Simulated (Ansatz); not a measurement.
Li₂S: the gap against volume

Li₂S, Fm-3m, a = 5.706 Å. Ansatz: PBE, PAW, 420 eV, Γ-centred 8×8×8 mesh on 3 atoms, Gaussian smearing 0.02 eV; no spin polarisation. Symmetry fixes shape and atoms, so the cell is only scaled; x = ln(V/V0) with V0 = 15.479 Å³/atom. The gap is read at the mesh points alone.

```
      x gap y (eV)
-0.1278       3.285
-0.0943       3.319
-0.0619       3.348
-0.0305       3.373
 0.0000       3.394
 0.0296       3.411
 0.0583           ?
 0.0953       3.438
```

Fit a straight line to the other rows, give the volume deformation potential of the gap and its pressure coefficient, and predict the missing gap. B0 = 40.7 GPa.

Means x = -0.02709, y = 3.3669; Σ(Δx)² = 0.03481, ΣΔxΔy = 0.02404; the slope is their ratio. y = 3.3856 + 0.69063 x. The slope is the deformation potential a = dE_g/d ln V = 0.69 eV, and dE_g/dP = −a/B0 = -17.0 meV/GPa. With a term in x² added, the coefficient of x becomes 0.6297, 9 % less, which shows how far this figure hangs on the form. At x = 0.0583 the fit asked for gives 3.426 eV. The run gave 3.424 eV, so the fit is 0.002 eV too high, within the rms miss on the fitted rows (0.009 eV): the form describes this series only roughly.

Semilocal functionals give gaps under the measured ones; changes of the gap mostly carry over better.